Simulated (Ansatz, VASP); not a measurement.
**Mo in VASP and in Ansatz**

Contents of INCAR:

```
SYSTEM = Mo
  PREC = Accurate
  ENCUT = 520
  EDIFF = 1E-6
  ISMEAR = 0
  SIGMA = 0.15
  LREAL = .False.
  LASPH = .True.
  NELM = 60
  ALGO = Fast
  ISIF = 2
  LWAVE = .False.
  LCHARG = .True.
  GGA = PE
  LELF = .True.
  LVHAR = .True.
  NBANDS = 13
```

File KPOINTS:

```
Automatic mesh
0
Gamma
  22 22 22
  0 0 0
```

The input POSCAR:

```
Mo
1.0
   -0.7232971140      1.7026532936      1.7026532936
    1.7026532936     -0.7232971140      1.7026532936
    1.7026532936      1.7026532936     -0.7232971140
Mo
1
Direct
    0.0000000000      0.0000000000      0.0000000000
```

Input for Ansatz:

```yaml
crystal:
  lattice:
    - [-0.723297114, 1.7026532936, 1.7026532936]
    - [1.7026532936, -0.723297114, 1.7026532936]
    - [1.7026532936, 1.7026532936, -0.723297114]
  atoms:
    - { symbol: Mo, position: [0.0, 0.0, 0.0] }
basis:
  ecutwfc: 420
kpoints:
  mp_grid: { grid: [22, 22, 22] }
hamiltonian:
  xc: pbe
  pseudopotentials: { kind: paw, azcp: { folder: soft_1 } }
scf:
  occupations: { method: gaussian, width: 0.15 }
output:
  forces: true
  stress: true
  eigenvalues: true
```

Alike in both runs: task single point; functional PBE; k mesh 22 × 22 × 22; occupations gaussian, width 0.15 eV; no spin polarisation.

```csv
,VASP,Ansatz
version,VASP 6.6.1,Ansatz 0.2.0
potentials or method,"VASP PAW PBE potentials, release 64 (Mo_sv)","scalar-relativistic, plane waves, PAW"
plane-wave cutoff (eV),520,420
valence electrons in the cell,14,14
```

VASP gave:

- gap on the k mesh at the Fermi level (eV): none
- pressure (GPa): 24.7
- largest component of the traceless stress (GPa): 8.02

Problem. What did Ansatz give for the same quantities?

Solution. gap on the k mesh at the Fermi level (eV): none; pressure (GPa): 23.9; largest component of the traceless stress (GPa): 7.99.

A gap of «none» marks a metal or a gap that the smearing closes. The functional is the same, so the differences come from potentials, cutoffs and numerics.

Caveats: so large a pressure means that the cell lies far from this level's equilibrium, or that cutoff or potentials fall short (VASP).
